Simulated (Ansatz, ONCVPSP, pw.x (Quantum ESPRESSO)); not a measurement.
# What a changed setting does to a pw.x run (bcc Zn)

Potential: optimised norm-conserving Vanderbilt (ONCV), ONCVPSP 4.0.1.1 (patched build), PBE; core [Ar], reference 3d10 4s2; waves: 4s: rc 2.15 bohr, ncon 5, nbas 9, qcut 3 1/bohr, 2 projectors, debl 3.8 Ha; p scattering state at 0.03 Ha: rc 2.30 bohr, ncon 4, nbas 9, qcut 3.4 1/bohr, 3 projectors, debl 2.9 Ha; 3d: rc 1.55 bohr, ncon 3, nbas 8, qcut 11.4 1/bohr, 2 projectors, debl 0.3 Ha; local part: polynomial inside 1.20 bohr (lpopt 4, dvloc0 1 Ha); core correction: polynomial model core, fcfact 0.3. In the p channel the program set the typed energies aside and used 0.050, 2.950, 5.850 Ha. In the d channel the program set the typed energies aside and used -0.373, 0.250 Ha.

The reference run (k-mesh 15³, cutoffs 125/500 Ry, Fermi–Dirac 0.01 Ry, mixing_beta 0.4, conv_thr 1e-9, no spin) gives 1.06 GPa at 15.229 Å³/atom, where all-electron LAPW gives 0.67 GPa. This run, with its own iteration cap, changes nspin = 2 with starting_magnetization to 0.2.

```
&control
  calculation='scf', prefix='x', pseudo_dir='./', outdir='./tmp', tstress=.true., disk_io='none'
/
&system
  ibrav=0, nat=1, ntyp=1, ecutwfc=125, ecutrho=500, nbnd=14,
  occupations='smearing', smearing='fd', degauss=0.01, nspin=2, starting_magnetization(1)=0.2
/
&electrons
  conv_thr=1e-09, mixing_beta=0.4, electron_maxstep=50
/
ATOMIC_SPECIES
Zn 1.0 Zn.UPF
CELL_PARAMETERS angstrom
  -1.56148254 1.56148254 1.56148254
  1.56148254 -1.56148254 1.56148254
  1.56148254 1.56148254 -1.56148254
ATOMIC_POSITIONS crystal
Zn 0.0000 0.0000 0.0000
K_POINTS automatic
15 15 15 0 0 0
```

```bash
pw.x < Zn.scf.in > Zn.scf.out
```

Q: How does the run end?

A: It converges in 9 iterations; the free energy moves by +0.0 meV/atom and the pressure by -0.05 GPa. The result is that of the reference run.

```
Message from routine setup:
     using ibrav=0 with symmetry is DISCOURAGED, use correct ibrav instead
     lattice parameter (alat)  =       5.1109  a.u.
     unit-cell volume          =     102.7704 (a.u.)^3
     number of electrons       =        12.00
     number of Kohn-Sham states=           14
     kinetic-energy cutoff     =     125.0000  Ry
     charge density cutoff     =     500.0000  Ry
     scf convergence threshold =      1.0E-09
     Exchange-correlation= PBE
     atomic species   magnetization
     number of k points=   120  Fermi-Dirac smearing, width (Ry)=  0.0100
     iteration #  1     ecut=   125.00 Ry     beta= 0.40
     total energy              =    -124.23790985 Ry
     estimated scf accuracy    <       0.16416285 Ry
     total magnetization       =     0.20 Bohr mag/cell
     absolute magnetization    =     0.20 Bohr mag/cell
     iteration #  2     ecut=   125.00 Ry     beta= 0.40
     total energy              =    -124.27435618 Ry
     estimated scf accuracy    <       0.05626407 Ry
     total magnetization       =     0.12 Bohr mag/cell
     absolute magnetization    =     0.12 Bohr mag/cell
     iteration #  3     ecut=   125.00 Ry     beta= 0.40
     total energy              =    -124.28078521 Ry
     estimated scf accuracy    <       0.00932220 Ry
     total magnetization       =     0.05 Bohr mag/cell
     absolute magnetization    =     0.05 Bohr mag/cell
     [... 3 iterations left out ...]
     iteration #  7     ecut=   125.00 Ry     beta= 0.40
     total energy              =    -124.28131872 Ry
     estimated scf accuracy    <       0.00000007 Ry
     total magnetization       =    -0.00 Bohr mag/cell
     absolute magnetization    =     0.00 Bohr mag/cell
     iteration #  8     ecut=   125.00 Ry     beta= 0.40
     total energy              =    -124.28131870 Ry
     estimated scf accuracy    <       0.00000004 Ry
     total magnetization       =     0.00 Bohr mag/cell
     absolute magnetization    =     0.00 Bohr mag/cell
     iteration #  9     ecut=   125.00 Ry     beta= 0.40
     the Fermi energy is    11.6899 ev
!    total energy              =    -124.28131871 Ry
     estimated scf accuracy    <          3.5E-10 Ry
     smearing contrib. (-TS)   =      -0.00142855 Ry
     The total energy is F=E-TS. E is the sum of the following terms:
     one-electron contribution =     -44.31264753 Ry
     hartree contribution      =      36.80010973 Ry
     xc contribution           =     -27.96869229 Ry
     ewald contribution        =     -88.79866007 Ry
     total magnetization       =     0.00 Bohr mag/cell
     absolute magnetization    =     0.00 Bohr mag/cell
     convergence has been achieved in   9 iterations
          total   stress  (Ry/bohr**3)                   (kbar)     P=       10.09
     Message from routine punch:
     Nothing written, as per user request (disk_io='none')
```

The run took about 3.3 min on one core of a shared host (Neoverse-N1, 64 threads, 124 GiB, load 53).
